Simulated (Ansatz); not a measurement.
# Indium, diamond: HSE06 at the PBE geometry

Aim: see what exact exchange does to the levels, and what it costs. Spin polarisation is left out. The cell comes from an earlier PBE relaxation. Exact exchange is dear, so the k-mesh is coarse, and PBE is run on the same mesh for comparison.

Program: Ansatz 0.2.0. Level of theory: DFT, plane waves (420 eV) with PBE-made PAW files, scalar-relativistic; functionals as named at each step. These are calculated values, not measurements.

### 1 Starting point

Symmetry: Fd-3m, No. 227, cubic system. The conventional cell has a = 6.728 Å, b = 6.728 Å, c = 6.728 Å, α = 90.00°, β = 90.00°, γ = 90.00°. In (site symmetry -43m) has 4 In at 2.91 Å as nearest neighbours.

As a file:

```xyz
2
Lattice="0.0000 3.3639 3.3639 3.3639 0.0000 3.3639 3.3639 3.3639 0.0000" Properties=species:S:1:pos:R:3 pbc="T T T"
In    0.8410    0.8410    0.8410
In    5.8868    5.8868    5.8868
```

### 2 PBE on the coarse mesh

The run with PBE.

Contents of input.yaml:

```yaml
crystal:
  lattice:
    - [0.0, 3.363862813, 3.363862813]
    - [3.363862813, 0.0, 3.363862813]
    - [3.363862813, 3.363862813, 0.0]
  atoms:
    - { symbol: In, position: [0.125, 0.125, 0.125] }
    - { symbol: In, position: [0.875, 0.875, 0.875] }
hamiltonian:
  xc: pbe
  pseudopotentials:
    kind: paw
    azcp:
      In: "pseudopotentials/In.paw.azcp"
basis:
  ecutwfc: 420
  fft_grid_basis: typed
kpoints:
  mp_grid: { grid: [4, 4, 4], shift: [0, 0, 0] }
magnetization:
  spin_polarized: false
scf:
  occupations: { method: fermi_dirac, width: 0.1 }
```

The run is started by

```bash
> ansatz run input.yaml --threads 4 --pin off --max-ram 8192MiB --backend cpu --events-out ev --progress --plain --runs-dir out
```

Log, shortened:

```text
Warning: RAYON_NUM_THREADS=4 ignored (pool sized by the plan → 4); use --threads N
[...]
Pseudopotentials: kind: paw
Pseudopotential: In, paw, valence charge 13, recommended cutoff 420 eV (normal), <dir>
Functional definition: PBE
[...]
Crystal: 2 atoms, lattice volume = 76.128 Å³
Basis set: ecut = 420 eV, 1459 PW (Γ)
Bands: 17, of which v1, the nominal top of the filled ones, is band 13 counted from 1 (12 counted from 0)
Symmetry: 48 space group operations
Space group: Fd-3m (ITA 227), of the structure as read, at distance tolerance 4.2e-5 Å
k-points: 8 of 64
[...]
SCF iter   1: F=—  HF=-11195.186038 eV  |F-HF|=—  |Δ(HF+E_count)|=         —  Δρ=1.17e-3  dr2=1.73e-3  ethr=1.77e-3  ⟨swp⟩=5.8  Hψ=682  notcnv=0
[...]
SCF iter   6: F=-11195.185154 eV  HF=-11195.185154 eV  |F-HF|=3.15e-9  |Δ(HF+E_count)|=   1.19e-6  Δρ=1.73e-6  dr2=1.48e-9  ethr=3.85e-10  ⟨swp⟩=1.8  Hψ=406  notcnv=0
[...]
SCF converged after 6 iterations
Free energy (F): -11195.185154 eV
[...]
E sigma→0 (E₀):  -11195.156207 eV
Entropy (-TS):   -0.057895 eV (-28.947 meV/atom)
Fermi energy:    5.634006 eV
[...]
```

Run time: 0.34 s. Hardware: 4 threads of Arm Neoverse V1, shared host; peak memory 0.29 GiB.

### 3 HSE06 on the coarse mesh

The run with HSE06.

input.yaml, as its differences from that of step 2:

```diff
@@ -9,3 +9,3 @@
 hamiltonian:
-  xc: pbe
+  xc: hse06
   pseudopotentials:
```

The run is started by

```bash
> ansatz run input.yaml --threads 4 --pin off --max-ram 8192MiB --backend cpu --events-out ev --progress --plain --runs-dir out
```

Log, shortened:

```text
Warning: RAYON_NUM_THREADS=4 ignored (pool sized by the plan → 4); use --threads N
[...]
[... 2 set-up lines as earlier in the session ...]
Functional definition: HSE06
[...]
Crystal: 2 atoms, lattice volume = 76.128 Å³
Basis set: ecut = 420 eV, 1459 PW (Γ)
Bands: 17, of which v1, the nominal top of the filled ones, is band 13 counted from 1 (12 counted from 0)
[... 2 set-up lines as earlier in the session ...]
k-points: 8 of 64
[...]
SCF iter   1: F=—  HF=-11195.184253 eV  |F-HF|=—  |Δ(HF+E_count)|=         —  Δρ=1.34e-3  dr2=1.82e-3  ethr=1.77e-3  ⟨swp⟩=8.1  Hψ=623  notcnv=0
[...]
Frozen-core exchange: fock
[...]
SCF 2 stopped early in 5 iterations: F = -11202.855554 eV  dr2 = 2.76e-6
hybrid outer 1: dexx = +4.852e-3 eV, tail = 1.22e-5 eV
[...]
Frozen-core exchange: fock
[...]
hybrid outer 2: dexx = +1.211e-7 eV, tail = 1.50e-7 eV, Δε = 2.19e-3 eV (about 3.47e-4 eV left of the loop's levels)
hybrid SCF converged: 2 outer / 7 inner (+6 warm-up), last move |dexx| = 1.21e-7 eV, tail = 1.50e-7 eV
Stability not checked: this state was not tested for a lower state beside it, because the functional holds exact exchange (a hybrid, or Hartree-Fock), whose exchange loop this test does not read (fock_operator; see scf.lower_state_search)
Free energy (F): -11202.855379 eV
Frozen-core exchange: fock
[...]
E sigma→0 (E₀):  -11202.827373 eV
Entropy (-TS):   -0.056012 eV (-28.006 meV/atom)
Fermi energy:    5.553221 eV
[...]
--- Band table (eV; the first three rows and the last of 8) ---
  k-point 0: bands = ["-11.2855", "-11.2855", "-11.2855", "-11.2214", "-11.2214", "-10.8213", "-10.8213", "-10.8213", "-10.7826", "-10.7826", "-3.4709", "7.8811", "7.9228", "7.9228", "7.9228"]
[...]
  guard bands above this table: 2 of the run's 17 bands. The solve was not asked for them (output.publish_guard_bands: true or output.eigenvalues: true publishes all)
```

Wall time 4 s (4 threads of Arm Neoverse V1, shared host); peak memory 0.82 GiB.

### 4 The functionals compared

| functional | gap on the mesh | Fermi energy (eV) | SCF cycles | exchange loops | CPU time |
| --- | --- | --- | --- | --- | --- |
| PBE | none (levels filled in part) | 5.634 | 6 | - | 0.87 s |
| HSE06 | none (levels filled in part) | 5.553 | 13 | 2 | 12 s |

### 5 Results

```
                                  quantity                         value
                                  PBE: gap  none (levels filled in part)
                                HSE06: gap  none (levels filled in part)
         HSE06: SCF cycles, exchange loops                         13, 2
          HSE06: CPU time over that of PBE                            14
HSE06: relative to body-centred tetragonal                 +377 meV/atom
```

In words: Both PBE and HSE06 leave levels filled in part. The hybrid took 14 times as much CPU time as PBE on the same settings. HSE06 needed 2 outer loops of the exchange operator. The dense-mesh value adds +71.6 meV/atom, the change that PBE shows between the coarse mesh and its own dense run (not shown). Under HSE06 it lies 377 meV/atom above body-centred tetragonal (computed apart in the same way); on such meshes a few tens of meV are uncertain for metals. The total energies in the logs cannot be compared from one functional to another.
